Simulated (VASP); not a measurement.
# Sr4Ti4HO11 (a cell with a defect) in VASP: relaxation of the atoms with PBE

Aim: the relaxation of the atoms of Sr4Ti4HO11 (a cell with a defect) with PBE.

All numbers are computed with VASP 6.6.1; they aren't measurements. Logs are shortened: lines on timing, memory, paths and dates and some standing lists are left out, and cuts for length are marked.

### Step 1. The crystal as given

The cell holds a defect, 20 atoms: a = 6.825 Å, b = 6.825 Å, c = 6.825 Å, α = 109.47°, β = 109.47°, γ = 109.47°.

### Step 2. Relaxation of the atoms, PBE

The input, INCAR:

```
  PREC = Normal
  ENCUT = 450
  EDIFF = 1E-6
  ISMEAR = 0
  SIGMA = 0.01
  LREAL = Auto
  LASPH = T
  NELM = 80
  ALGO = Normal
  ISIF = 2
  LWAVE = F
  LCHARG = F
  GGA = PE
  IBRION = 2
  NSW = 70
  EDIFFG = -0.025
  ICORELEVEL = 1
  NELECT = 154.0
  ISYM = 0
```

The input, KPOINTS:

```
regular mesh
0
Gamma
  3 3 3
```

The input, POSCAR:

```
Sr4Ti4HO11
1.0
   -3.9402050000      3.9402050000      3.9402050000
    3.9402050000     -3.9402050000      3.9402050000
    3.9402050000      3.9402050000     -3.9402050000
Sr Ti H O
4 4 1 11
Direct
    0.5000000000      0.5000000000      0.5000000000
    0.0000000000      0.0000000000      0.5000000000
    0.0000000000      0.5000000000      0.0000000000
    0.5000000000      0.0000000000      0.0000000000
    0.9966244200      0.9963933900      0.0053816100
    0.5000000000      0.5000000000      0.0000000000
    0.5000000000      0.0000000000      0.5000000000
    0.9970567400      0.5025993300      0.4988749700
    0.9966711800      0.2446648400      0.2441152300
    0.5000000000      0.7500000000      0.2500000000
    0.5000000000      0.2500000000      0.7500000000
    0.0000000000      0.7500000000      0.7500000000
    0.2500000000      0.0000000000      0.2500000000
    0.7500000000      0.5000000000      0.2500000000
    0.7500000000      0.0000000000      0.7500000000
    0.2500000000      0.5000000000      0.7500000000
    0.2500000000      0.2500000000      0.0000000000
    0.7500000000      0.7500000000      0.0000000000
    0.7500000000      0.2500000000      0.5000000000
    0.2500000000      0.7500000000      0.5000000000
```

Potentials or basis: VASP PAW PBE potentials, release 64 (Sr_sv, Ti_sv, H, O).

Command:

```bash
> cat potpaw_PBE.64/Sr_sv/POTCAR potpaw_PBE.64/Ti_sv/POTCAR potpaw_PBE.64/H/POTCAR potpaw_PBE.64/O/POTCAR > POTCAR
> mpirun -np 4 vasp_std > vasp.out
```

OUTCAR:

```text
PREC = Normal
   ENCUT = 450
   EDIFF = 1E-6
   ISMEAR = 0
   LREAL = Auto
   LASPH = T
   NELM = 80
   ISIF = 2
   GGA = PE
   IBRION = 2
   NSW = 70
   EDIFFG = -0.025
   NELECT = 154.0
   ISYM = 0

 ion  position               nearest neighbor table
   1  0.500  0.500  0.500-  10 2.79  11 2.79  12 2.79  14 2.79  15 2.79  16 2.79  18 2.79  19 2.79
                            20 2.79  17 2.79  13 2.79   9 2.80   8 3.39   5 3.41   6 3.41   7 3.41
   2  0.000  0.000  0.500-  11 2.79  12 2.79  13 2.79  15 2.79  16 2.79  17 2.79  19 2.79  20 2.79
                            18 2.79  14 2.79  10 2.79   9 2.79   5 3.36   8 3.39   7 3.41   7 3.41
   3  0.000  0.500  0.000-   9 2.78  10 2.79  12 2.79  13 2.79  14 2.79  16 2.79  17 2.79  18 2.79
                            20 2.79  19 2.79  15 2.79  11 2.79   5 3.38   8 3.41   7 3.41   6 3.41
   4  0.500  0.000  0.000-   9 2.77  10 2.79  11 2.79  13 2.79  14 2.79  15 2.79  17 2.79  18 2.79
                            19 2.79  20 2.79  16 2.79  12 2.79   5 3.39   8 3.41   7 3.41   6 3.41
   5  0.997  0.996  0.005-  18 1.92  13 1.95  12 1.99  15 1.99  17 2.02   2 3.36   3 3.38   4 3.39
                             1 3.41   1 3.42   4 3.44   3 3.44   2 3.47
   6  0.500  0.500  0.000-  10 1.97  11 1.97  14 1.97  16 1.97  17 1.97  18 1.97   3 3.41   4 3.41
                             1 3.41   2 3.41   1 3.41   4 3.41   3 3.41   2 3.41
   7  0.500  0.000  0.500-  10 1.97  11 1.97  13 1.97  15 1.97  19 1.97  20 1.97   3 3.41   4 3.41
                             1 3.41   2 3.41   4 3.41   1 3.41   2 3.41   3 3.41
   8  0.997  0.503  0.499-  14 1.94  12 1.95  20 1.97  19 1.97  16 2.00   2 3.39   1 3.39   3 3.41
                             4 3.41   4 3.42   3 3.42   1 3.44   2 3.44
   9  0.997  0.245  0.244-   4 2.77   3 2.78   2 2.79   1 2.80
  10  0.500  0.750  0.250-   6 1.97   7 1.97   4 2.79   1 2.79   2 2.79   3 2.79
  11  0.500  0.250  0.750-   6 1.97   7 1.97   4 2.79   1 2.79   3 2.79   2 2.79
  12  0.000  0.750  0.750-   8 1.95   5 1.99   4 2.79   2 2.79   3 2.79   1 2.79
  13  0.250  0.000  0.250-   5 1.95   7 1.97   4 2.79   1 2.79   2 2.79   3 2.79
  14  0.750  0.500  0.250-   8 1.94   6 1.97   3 2.79   1 2.79   2 2.79   4 2.79
  15  0.750  0.000  0.750-   7 1.97   5 1.99   4 2.79   2 2.79   3 2.79   1 2.79
  16  0.250  0.500  0.750-   6 1.97   8 2.00   4 2.79   1 2.79   3 2.79   2 2.79
  17  0.250  0.250  0.000-   6 1.97   5 2.02   4 2.79   1 2.79   3 2.79   2 2.79
  18  0.750  0.750  0.000-   5 1.92   6 1.97   4 2.79   2 2.79   3 2.79   1 2.79
  19  0.750  0.250  0.500-   7 1.97   8 1.97   3 2.79   1 2.79   2 2.79   4 2.79
  20  0.250  0.750  0.500-   8 1.97   7 1.97   4 2.79   1 2.79   2 2.79   3 2.79

IMPORTANT INFORMATION: All symmetrisations will be switched off!
NOSYMM: (Re-)initialisation of all symmetry stuff for point group C_1.

----------------------------------------------------------------------------------------

                                     Primitive cell

  volume of cell :     244.6901

  direct lattice vectors                    reciprocal lattice vectors
    -3.940205000  3.940205000  3.940205000     0.000000000  0.126896951  0.126896951
     3.940205000 -3.940205000  3.940205000     0.126896951  0.000000000  0.126896951
     3.940205000  3.940205000 -3.940205000     0.126896951  0.126896951  0.000000000

  length of vectors
     6.824635252  6.824635252  6.824635252     0.179459389  0.179459389  0.179459389

  position of ions in fractional coordinates (direct lattice)
     0.500000000  0.500000000  0.500000000
     0.000000000  0.000000000  0.500000000
     0.000000000  0.500000000  0.000000000
     0.500000000  0.000000000  0.000000000
     0.996624420  0.996393390  0.005381610
     0.500000000  0.500000000  0.000000000
[... 12 lines left out ...]
     0.750000000  0.250000000  0.500000000
     0.250000000  0.750000000  0.500000000

  ion indices of the primitive-cell ions
   primitive index   ion index
                 1           1
                 2           2
                 3           3
                 4           4
                 5           5
                 6           6
[... 12 lines left out ...]
                19          19
                20          20

----------------------------------------------------------------------------------------

 KPOINTS: regular mesh

Automatic generation of k-mesh.
 Grid dimensions read from file:
 generate k-points for:    3    3    3

 Generating k-lattice:

  Cartesian coordinates                     Fractional coordinates (reciprocal lattice)
     0.000000000  0.042298984  0.042298984     0.333333333  0.000000000  0.000000000
     0.042298984  0.000000000  0.042298984     0.000000000  0.333333333  0.000000000
     0.042298984  0.042298984  0.000000000     0.000000000  0.000000000  0.333333333

  Length of vectors
     0.059819796  0.059819796  0.059819796

  Shift w.r.t. Gamma in fractional coordinates (k-lattice)
     0.000000000  0.000000000  0.000000000

[... 38 lines left out ...]
   NELM   =     80;   NELMIN=  2; NELMDL= -5     # of ELM steps
   EDIFF  = 0.1E-05   stopping-criterion for ELM
   LREAL  =      T    real-space projection
   EDIFFG = -.3E-01   stopping-criterion for IOM
   NSW    =     70    number of steps for IOM
   IBRION =      2    ionic relax: 0-MD 1-quasi-New 2-CG
   NFREE  =      1    steps in history (QN), initial steepest desc. (CG)
   ISIF   =      2    stress and relaxation
   ISYM   =      0    0-nonsym 1-usesym 2-fastsym
   POTIM  = 0.5000    time-step for ionic-motion
   TEBEG  =    0.0;   TEEND  =   0.0 temperature during run
   PSTRESS=    0.0 pullay stress
   NELECT =     154.0000    total number of electrons
   NUPDOWN=      -1.0000    fix difference up-down
   EMIN   =  10.00;   EMAX   =-10.00  energy-range for DOS
   EFERMI =   0.00;   METHOD = LEGACY
   ISMEAR =     0;   SIGMA  =   0.01  broadening in eV -4-tet -1-fermi 0-gaus
   EFERMI_NEDOS =   21; number of points for ismear=-14 and -15
   IALGO  =     38    algorithm
   IMIX   =      4    mixing-type and parameters
     AMIX     =   0.40;   BMIX     =  1.00
     AMIX_MAG =   1.60;   BMIX_MAG =  1.00
  volume/ion in A,a.u.               =      12.23        82.56
  Fermi-wavevector in a.u.,A,eV,Ry     =   1.402952  2.651196 26.780011  1.968275
  Thomas-Fermi vector in A             =   2.525663
   LORBIT       =      0    0 simple, 1 ext, 2 COOP (PROOUT), +10 PAW based schemes
   GGA     = PE    functional components
   LHFCALC =     F    Hartree Fock is set to
   AEXX    =    0.0000 exact exchange contribution
   IVDW    =     0    specifies the selected vdW correction
   LEPSILON=     F    determine dielectric tensor
   LRPA    =     F    only Hartree local field effects (RPA)
 conjugate gradient relaxation of ions
 non-spin polarized calculation
 Gauss-broadening in eV      SIGMA  =   0.01
  energy-cutoff  :      450.00
  volume of cell :      244.69
 maximum number of plane-waves:      5314
   NGX = 23   NGY = 23   NGZ = 23

--------------------------------------- Ionic step        1  -------------------------------------------

 number of electron     154.0000512 magnetization

 Free energy of the ion-electron system (eV)
  ---------------------------------------------------
  ext. energy  EPLUGINS =         0.00000000
  ---------------------------------------------------
  free energy    TOTEN  =      -160.23683935 eV

  energy without entropy =     -160.23683935  energy(sigma->0) =     -160.23683935

------------------------ aborting loop because EDIFF is reached ----------------------------------------

  FORCE on cell =-STRESS in cart. coord.  units (eV):
  Direction    XX          YY          ZZ          XY          YZ          ZX
  --------------------------------------------------------------------------------------
  -------------------------------------------------------------------------------------
  Total      -13.1970281    -10.9202454    -10.8146186     -0.1559227     -0.0197360      0.1169398
  in kB      -86.4112481    -71.5033740    -70.8117532     -1.0209480     -0.1292272      0.7656960
  external PRESSURE =     -76.2421251 kB  Pullay stress =       0.0000000 kB
[... 143 lines left out ...]
  FREE ENERGIE OF THE ION-ELECTRON SYSTEM (eV)
  ---------------------------------------------------
  free  energy   TOTEN  =      -160.6016573090 eV

  energy  without entropy=     -160.6016573090  energy(sigma->0) =     -160.60165731

[... ionic steps 4 to 47 ...]

--------------------------------------- Ionic step       48  -------------------------------------------

 number of electron     154.0000059 magnetization

------------------------ aborting loop because EDIFF is reached ----------------------------------------
[... 103 lines left out ...]
--------------------------------------- Ionic step       50  -------------------------------------------

 number of electron     154.0000064 magnetization

 Free energy of the ion-electron system (eV)
  ---------------------------------------------------
  ext. energy  EPLUGINS =         0.00000000
  ---------------------------------------------------
  free energy    TOTEN  =      -160.67898672 eV

  energy without entropy =     -160.67898672  energy(sigma->0) =     -160.67898672

 the core state eigenenergies are
   1-  1s -15923.3743  2s  -2145.9193  2p  -1905.3141  3s   -321.8816  3p   -244.2509
       3d   -116.1469
   2-  1s -15923.3830  2s  -2145.9277  2p  -1905.3225  3s   -321.8885  3p   -244.2577
       3d   -116.1538
   3-  1s -15923.3805  2s  -2145.9254  2p  -1905.3202  3s   -321.8881  3p   -244.2573
       3d   -116.1533
   4-  1s -15923.3722  2s  -2145.9173  2p  -1905.3120  3s   -321.8796  3p   -244.2488
       3d   -116.1449
   5-  1s  -4858.7110  2s   -527.7876  2p   -435.0373
   6-  1s  -4858.8596  2s   -527.9469  2p   -435.1963
   7-  1s  -4858.8616  2s   -527.9489  2p   -435.1984
   8-  1s  -4858.7314  2s   -527.8027  2p   -435.0530
   9-
  10-  1s   -500.3790
  11-  1s   -500.3820
  12-  1s   -500.9264
  13-  1s   -500.4337
  14-  1s   -500.4284
  15-  1s   -500.4189
  16-  1s   -500.4357
  17-  1s   -500.4272
  18-  1s   -500.4441
  19-  1s   -500.4470
  20-  1s   -500.4322

 E-fermi :   3.8924     XC(G=0): -10.9444

 val. band max:        3.7349224896   @ k =  -0.3333   0.3333   0.3333
 cond. band min:       5.7886395359   @ k =   0.0000   0.0000   0.0000
 fundamental gap:      2.0537170462
 Fermi energy:         3.8923680626

 k-point     1 :       0.0000    0.0000    0.0000
  band No.  band energies     occupation
      1     -52.8049      2.00000
      2     -52.8029      2.00000
      3     -52.7612      2.00000
      4     -52.7486      2.00000
      5     -29.1174      2.00000
      6     -29.1022      2.00000
[... 1277 lines left out ...]
     88       7.8801      0.00000
     89       7.9253      0.00000
 [bands above 89 left out]

------------------------ aborting loop because EDIFF is reached ----------------------------------------

  FORCE on cell =-STRESS in cart. coord.  units (eV):
  Direction    XX          YY          ZZ          XY          YZ          ZX
  --------------------------------------------------------------------------------------
  -------------------------------------------------------------------------------------
  Total       -9.9236635     -9.6786681     -9.3426733      0.1624669     -0.2513785     -0.2246893
  in kB      -64.9779743    -63.3737983    -61.1737776      1.0637978     -1.6459713     -1.4712160
  external PRESSURE =     -63.1751834 kB  Pullay stress =       0.0000000 kB
[... 35 lines left out ...]
  FREE ENERGIE OF THE ION-ELECTRON SYSTEM (eV)
  ---------------------------------------------------
  free  energy   TOTEN  =      -160.6789867190 eV

  energy  without entropy=     -160.6789867190  energy(sigma->0) =     -160.67898672

 reached required accuracy - stopping structural energy minimisation
```

Wall time 12 min (4 MPI ranks of Intel Xeon 6975P-C (Granite Rapids), shared host); peak memory 0.16 GiB.

Results:

```yaml
Free_energy: -160.6790 eV
Energy_gained_by_relaxing: 22.1 meV/atom
Ionic_steps: 50
Largest_force_after_relaxing: 0.022 eV/Å
Band_gap_on_the_k_mesh: 2.05 eV, indirect (least direct gap 2.11 eV)
```

Forces on the atoms (eV/Å):
```
Sr  -0.015  0.011 -0.003
Sr  -0.015  0.011 -0.004
Sr  -0.018  0.005  0.004
Sr  -0.018  0.003 -0.012
Ti   0.017  0.012  0.003
Ti   0.002 -0.008  0.002
Ti  -0.006  0.008  0.000
Ti   0.015  0.007  0.015
H    0.021 -0.003  0.000
O   -0.011 -0.001  0.004
O   -0.010  0.000 -0.003
O    0.018 -0.008  0.004
O    0.002  0.002  0.003
O    0.006 -0.005 -0.006
O   -0.007 -0.007  0.003
O    0.005 -0.005 -0.005
O   -0.002 -0.007 -0.003
O    0.004 -0.010 -0.004
O    0.007 -0.004  0.004
O    0.003  0.000 -0.004
```

The path:
```csv
step,energy change (eV),largest force (eV/Å),pressure (GPa)
1,0.0000,2.7487,-7.62
3,-0.3648,0.2186,-6.85
5,-0.4028,0.4829,-7.04
7,-0.4181,0.1983,-7.26
9,-0.4206,0.1083,-7.20
11,-0.4220,0.0687,-7.20
13,-0.4225,0.0404,-7.22
15,-0.4234,0.0723,-7.20
17,-0.4235,0.1021,-7.19
19,-0.4240,0.0941,-7.17
21,-0.4255,0.1306,-7.03
23,-0.4289,0.1252,-6.86
25,-0.4295,0.1425,-6.77
27,-0.4321,0.1373,-6.65
29,-0.4336,0.0669,-6.60
31,-0.4346,0.0822,-6.60
33,-0.4352,0.0444,-6.64
35,-0.4359,0.0697,-6.64
37,-0.4365,0.0497,-6.62
39,-0.4373,0.1066,-6.57
41,-0.4388,0.0601,-6.43
43,-0.4388,0.0554,-6.41
45,-0.4400,0.0837,-6.39
47,-0.4411,0.0513,-6.38
49,-0.4418,0.0364,-6.33
50,-0.4421,0.0222,-6.32
```

Final structure:
```
Sr Ti H O
1.0
    -3.94021    3.94021    3.94021
     3.94021   -3.94021    3.94021
     3.94021    3.94021   -3.94021
Sr Ti H O
4 4 1 11
Direct
  0.49671 0.49745 0.50496
  0.99881 0.00054 0.50392
  0.99885 0.49753 0.00663
  0.50119 0.99947 0.00725
  0.99879 0.98499 0.99566
  0.49890 0.49951 0.01278
  0.49882 0.99977 0.51269
  0.99888 0.50262 0.51351
  0.00043 0.25081 0.24557
  0.49969 0.74960 0.24477
  0.50013 0.25055 0.74427
  0.99914 0.74956 0.74667
  0.24669 0.01081 0.25073
  0.75242 0.49221 0.23884
  0.75285 0.01018 0.75715
  0.24674 0.49199 0.73242
  0.24700 0.25668 0.00341
  0.75348 0.76456 0.00499
  0.75342 0.24428 0.48525
  0.24738 0.74055 0.48691
```

Levels at points of the mesh, in eV from the valence-band top:
```tsv
k point	band 74	band 75	band 76	band 77	band 78	band 79	band 80	band 81
(0.00, 0.00, 0.00)	-0.75	-0.37	-0.36	-0.05	2.05	2.07	2.12	3.40
```

Core levels (eV, on the scale of the bands):
```csv
atom,levels
1 Sr,"1s -15923.4, 2s -2145.9, 2p -1905.3, 3s -321.9, 3p -244.3, 3d -116.1"
2 Sr,"1s -15923.4, 2s -2145.9, 2p -1905.3, 3s -321.9, 3p -244.3, 3d -116.2"
3 Sr,"1s -15923.4, 2s -2145.9, 2p -1905.3, 3s -321.9, 3p -244.3, 3d -116.2"
4 Sr,"1s -15923.4, 2s -2145.9, 2p -1905.3, 3s -321.9, 3p -244.2, 3d -116.1"
5 Ti,"1s -4858.7, 2s -527.8, 2p -435.0"
6 Ti,"1s -4858.9, 2s -527.9, 2p -435.2"
```

Caveat: the cell is charged against a uniform background, so pressure and absolute levels hang on convention; the cutoff is under 1.25 times the usual one of these potentials, so pressure, stress and relaxed cells hold a basis-set (Pulay) error. Expect the measured gap to be larger: semilocal functionals such as PBE lack the derivative discontinuity.
